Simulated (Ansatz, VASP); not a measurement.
# ZrC: VASP beside Ansatz

The input INCAR:

```
SYSTEM = ZrC
PREC = Accurate
ENCUT = 520
EDIFF = 1E-7
ISMEAR = 0
SIGMA = 0.15
LREAL = .FALSE.
LASPH = .TRUE.
NELM = 100
ALGO = Normal
ISIF = 2
LWAVE = .FALSE.
LCHARG = .TRUE.
GGA = PS
LELF = .TRUE.
LVHAR = .TRUE.
NBANDS = 15
```

File KPOINTS:

```
regular mesh
0
G
  18 18 18
  0 0 0
```

The input POSCAR:

```
ZrC
1.0
    0.0000000000      2.2797037000      2.2797037000
    2.2797037000      0.0000000000      2.2797037000
    2.2797037000      2.2797037000      0.0000000000
Zr C
1 1
Direct
    0.5000000000      0.5000000000      0.5000000000
    0.0000000000      0.0000000000      0.0000000000
```

Input for Ansatz:

```yaml
crystal:
  lattice:
    - [0.0, 2.2797037, 2.2797037]
    - [2.2797037, 0.0, 2.2797037]
    - [2.2797037, 2.2797037, 0.0]
  atoms:
    - { symbol: Zr, position: [0.5, 0.5, 0.5] }
    - { symbol: C, position: [0.0, 0.0, 0.0] }
basis:
  ecutwfc: 420
kpoints:
  mp_grid: { grid: [18, 18, 18] }
hamiltonian:
  xc: pbesol
scf:
  occupations: { method: gaussian, width: 0.15 }
output:
  forces: true
  stress: true
  eigenvalues: true
```

Change from the starting cell: strain -0.030 along x and y, -0.030 along z, atoms carried along.

Alike in both runs: task single point; functional PBEsol; k mesh 18 × 18 × 18; occupations gaussian, width 0.15 eV; no spin polarisation.

```csv
,VASP,Ansatz
version,VASP 6.6.1,Ansatz 0.2.0
potentials or method,"VASP PAW PBE potentials, release 64 (Zr_sv, C)","scalar-relativistic, plane waves, PAW"
plane-wave cutoff (eV),520,420
valence electrons in the cell,16,16
```

|  | VASP | Ansatz | Ansatz less VASP |
| --- | --- | --- | --- |
| gap on the k mesh at the Fermi level (eV) | none | none | - |
| pressure (GPa) | 19.9 | 19.4 | -0.45 |

A gap of «none» marks a metal or a gap that the smearing closes.

Caveats: so large a pressure means that the cell lies far from this level's equilibrium, or that cutoff or potentials fall short (VASP); the potentials were made for another functional, which shifts forces and pressure (VASP).
